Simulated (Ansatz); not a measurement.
TaS$_{2}$: input and output

Input file of Ansatz 0.2.0:

```yaml
crystal:
  lattice:
    - [3.31250716, 0.0, 0.0]
    - [-1.65625358, 2.8687202, 0.0]
    - [0.0, 0.0, 5.79441552]
  atoms:
    - { symbol: Ta, position: [0.0, 0.0, 0.0] }
    - { symbol: S, position: [0.3333, 0.6667, 0.25] }
    - { symbol: S, position: [0.6667, 0.3333, 0.75] }
  symmetry: { tolerance: 0.0003 }
kpoints:
  mp_grid: { grid: [12, 12, 6], shift: [0, 0, 0] }
magnetization:
  spin_polarized: false
scf:
  occupations: { method: gaussian, width: 0.0367 }
  lower_state_search: "off"
  max_iter: 200
hamiltonian:
  pseudopotentials: { kind: paw }
  xc: pbe
basis:
  ecutwfc: 420
  fft_grid_basis: typed
output:
  forces: true
  stress: true
  eigenvalues: true
  bader: true
  populations: true
  elf: true
  write_potential: true
  volumetric_format: npy
  dos:
    e_range: [-12, 8]
    de: 0.05
    projected: { site_lists: { S: [S], Ta: [Ta] } }
checkpoint:
  read: saved_state
```

The saved state is an earlier solution for the same cell, perhaps on another mesh. 

Output (shortened):

```
Warning: the atoms were moved onto the symmetric positions of the space group found under crystal.symmetry.tolerance 3.0e-4 (fractional; no operation is sought that the atoms, as they stand in a round, miss by more than twice it, and no atom is moved by as much as it), and the run uses the moved positions.
Pseudopotentials: kind: paw
Pseudopotential: Ta, paw, valence charge 13, recommended cutoff 420 eV (normal), Ta.paw.azcp
Pseudopotential: S, paw, valence charge 6, recommended cutoff 420 eV (normal), S.paw.azcp
Functional definition: PBE
  exchange = pbe_x(kappa = kappa, mu = beta*pi^2/3)
  correlation = pbe_c(beta = beta)
Crystal: 3 atoms, lattice volume = 55.062 Å³
Basis set: ecut = 420 eV, 1111 PW (Γ), exchange–correlation on 48×48×80 points (8 copies of the dense FFT grid, shifted against one another)
Bands: 17, of which v1, the nominal top of the filled ones, is band 13 counted from 1 (12 counted from 0)
Symmetry: 12 space group operations
Space group: P-3m1 (ITA 164), of the structure as read, at distance tolerance 1.1e-3 Å
k-points: 100 of 864
Initial density: read from a saved state, or passed on in memory by an earlier SCF of this step, an earlier step, the calling program or the single point that the run made first
Functional: x = pbe(κ = 0.804, μ = 0.2195), c = pbe(β = 0.0667)
SCF iter   1: F=—  Δρ=1.06e-3  dr2=3.96e-4
SCF iter   2: F=—  Δρ=5.71e-4  dr2=1.02e-4
SCF iter   3: F=—  Δρ=6.91e-5  dr2=3.01e-6
SCF iter   4: F=—  Δρ=2.37e-5  dr2=2.55e-7
SCF iter   5: F=-11739.2173 eV  Δρ=4.50e-6  dr2=2.06e-8
Free energy (F): -11739.2173 eV
Harris-Foulkes:  -11739.2173 eV  (|F-HF|=8.49e-9)
Internal energy: -11739.2157 eV  (E = F + TS)
E sigma→0 (E₀):  -11739.2165 eV
Entropy (-TS):   -0.0016 eV (-0.522 meV/atom)
Fermi energy:    11.2213 eV
--- Per-component energies (eV) ---
  E_band       = -173.7306
  E_kinetic    = 586.8462
  E_local      = -1396.7167  (includes V_loc(G=0)·N_el)
  E_nonlocal   = 72.1996
  E_hartree    = 535.2473
  E_xc         = -415.5890
  E_vxc        = -382.7721  (∫ρ·V_xc dr)
  E_paw        = -9597.9456  (= ΣΔE_a)
  E_vpaw       = -123.7851  (= ΣTr[D̂ρ^β])
  E_aug_tail   = 0.0001  (compensation charges beyond the density's cutoff)
  E_ewald      = -1523.2576
  E_smearing   = -0.0016  (= −TS)
--- Forces (eV/Å), atoms counted from 1 ---
  atom   1  Ta     0.0000     0.0000     0.0000
  atom   2  S      0.0000     0.0000     1.8573
  atom   3  S      0.0000     0.0000    -1.8573
--- Stress (GPa, compression-positive) ---
       13.2053       0.0000       0.0000
        0.0000      13.2053       0.0000
        0.0000       0.0000      18.3272
  P = ⅓ Tr σ = 14.9126 GPa (149.126 kbar)
```

Origin: a database entry at a rescaled volume. Caveats: many states at the Fermi level without spin polarisation, so a magnetic state may lie lower; atoms or cell far from equilibrium.
